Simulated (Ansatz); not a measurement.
(100) slab cut from the bulk of BP, F-43m (No. 216); the slab's formula is B5P4:

```
CELL_PARAMETERS angstrom
3.19624 0.00000 0.00000
0.00000 3.19624 0.00000
0.00000 0.00000 24.04035
ATOMIC_POSITIONS crystal
B 0.50000 0.50000 0.31198
P 0.50000 0.00000 0.35898
B 0.00000 0.00000 0.40599
P 0.00000 0.50000 0.45299
B 0.50000 0.50000 0.50000
P 0.50000 0.00000 0.54701
B 0.00000 0.00000 0.59401
P 0.00000 0.50000 0.64102
B 0.50000 0.50000 0.68802
```

The calculation used Ansatz 0.2.0, DFT PBEsol, scalar-relativistic, plane waves, PAW. Cutoff 420 eV; k points 8×8×1 on the computed 9-atom cell (Γ-centred); Gaussian smearing, width 0.05 eV; no spin polarisation. A dipole correction removes the field between periodic images along c.

Task: What forces act on the atoms?

Result:
```tsv
atom	Fx (eV/Å)	Fy (eV/Å)	Fz (eV/Å)
B1	0.000	0.000	1.794
P2	0.000	0.000	-1.776
B3	0.000	0.000	0.127
P4	0.000	0.000	-0.189
B5	0.000	0.000	0.000
P6	0.000	0.000	0.189
B7	0.000	0.000	-0.127
P8	0.000	0.000	1.776
B9	0.000	0.000	-1.794
```

Cost: 1 run of about 0.34 core-minutes, on Arm Neoverse V2 (shared hosts).